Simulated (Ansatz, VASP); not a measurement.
Two plane-wave programs on SiC

Contents of INCAR:

```
SYSTEM = SiC
ALGO     = Normal         ! electronic algorithm
EDIFF    = 1E-7           ! SCF threshold, eV
ENCUT    = 520            ! plane-wave cutoff, eV
GGA      = PE             ! functional
ISIF     = 2              ! what is computed and relaxed
ISMEAR   = 0              ! smearing method
LASPH    = .True.         ! aspherical terms in the spheres
LCHARG   = .False.        ! write CHGCAR
LREAL    = .False.        ! projectors in reciprocal space
LWAVE    = .False.        ! write WAVECAR
NBANDS   = 11             ! bands
NELM     = 60             ! most SCF steps
PREC     = Accurate       ! precision mode
SIGMA    = 0.05           ! smearing width, eV
```

Contents of KPOINTS:

```
k-points
0
Gamma
  12 12 12
  0 0 0
```

The input POSCAR:

```
SiC
1.0
    0.0000000000      2.1413900000      2.1087800000
    2.1413900000      0.0000000000      2.1087800000
    2.1413900000      2.1413900000      0.0000000000
Si C
1 1
Direct
    0.0000000000      0.0000000000      0.0000000000
    0.7500000000      0.7500000000      0.7500000000
```

Input for Ansatz:

```yaml
crystal:
  lattice:
    - [0.0, 2.14139, 2.10878]
    - [2.14139, 0.0, 2.10878]
    - [2.14139, 2.14139, 0.0]
  atoms:
    - { symbol: Si, position: [0.0, 0.0, 0.0] }
    - { symbol: C, position: [0.75, 0.75, 0.75] }
basis:
  ecutwfc: 420
kpoints:
  mp_grid: { grid: [12, 12, 12] }
hamiltonian:
  xc: pbe
scf:
  occupations: { method: gaussian, width: 0.05 }
output:
  forces: true
  stress: true
  eigenvalues: true
  write_density: true
  write_potential: true
  elf: true
  volumetric_format: npy
```

Change from the starting cell: strain -0.015 along x and y, -0.030 along z, atoms carried along.

Alike in both runs: task single point; functional PBE; k mesh 12 × 12 × 12; occupations gaussian, width 0.05 eV; no spin polarisation.

|  | VASP | Ansatz |
| --- | --- | --- |
| version | VASP 6.6.1 | Ansatz 0.2.0 |
| potentials or method | VASP PAW PBE potentials, release 64 (Si, C) | scalar-relativistic, plane waves, PAW |
| plane-wave cutoff (eV) | 520 | 420 |
| valence electrons in the cell | 8 | 8 |

|  | VASP | Ansatz | Ansatz less VASP |
| --- | --- | --- | --- |
| gap on the k mesh at the Fermi level (eV) | 1.13 | 1.13 | +0.002 |
| least direct gap on the mesh (eV) | 4.59 | 4.59 | +0.006 |
| pressure (GPa) | 20.5 | 20.6 | +0.10 |
| largest component of the traceless stress (GPa) | 2.54 | 2.53 | -0.009 |

The functional is the same, so the differences come from potentials, cutoffs and numerics.

Caveats: so large a pressure means that the cell lies far from this level's equilibrium, or that cutoff or potentials fall short (VASP). A k mesh can miss the band edges.
